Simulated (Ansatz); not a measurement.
# Strength of the C–H bond: C4H10O → C4H9O + H

Species: C4H10O `CCOCC`, singlet; C4H9O `[CH2]COCC`, doublet; H atom, doublet. 

Shapes, held fixed at every level: PBE0-D4/def2-TZVP. Flexible molecules stand in one conformer, not always the lowest. Programs: Ansatz 0.2.0. Electronic energies: no zero-point or thermal term.

Task: Estimate ΔE of this reaction.

Result: The highest level, CCSD(T)/CBS estimate, gives ΔE = +468.2 kJ/mol; the levels span +359.0 to +468.2. The column of differences is taken from that level and isn't an error. Hartree–Fock misses the correlation of the pair that is broken and comes out low. No measured value is set beside it here. Open shells run unrestricted unless RO is named. The CBS estimate extrapolates MP2 from def2-TZVPP and def2-QZVPP and adds CCSD(T) − MP2 in the triple-zeta set, cores frozen.

```
               level                    kind  ΔE (kJ/mol)  less CCSD(T)/CBS estimate
       HF/def2-TZVPP            Hartree–Fock       +359.0                     -109.2
   PBE-D4/def2-TZVPP                     GGA       +448.2                      -20.0
r2SCAN-D4/def2-TZVPP                meta-GGA       +441.9                      -26.3
  PBE0-D4/def2-TZVPP           global hybrid       +448.6                      -19.6
  wB97M-V/def2-TZVPP  range-separated hybrid       +463.7                       -4.5
  CCSD(T)/def2-TZVPP   coupled cluster or CI       +461.1                       -7.1
     CCSD/def2-TZVPP   coupled cluster or CI       +457.9                      -10.3
CCSD(T)/CBS estimate   coupled cluster or CI       +468.2                        0.0
```
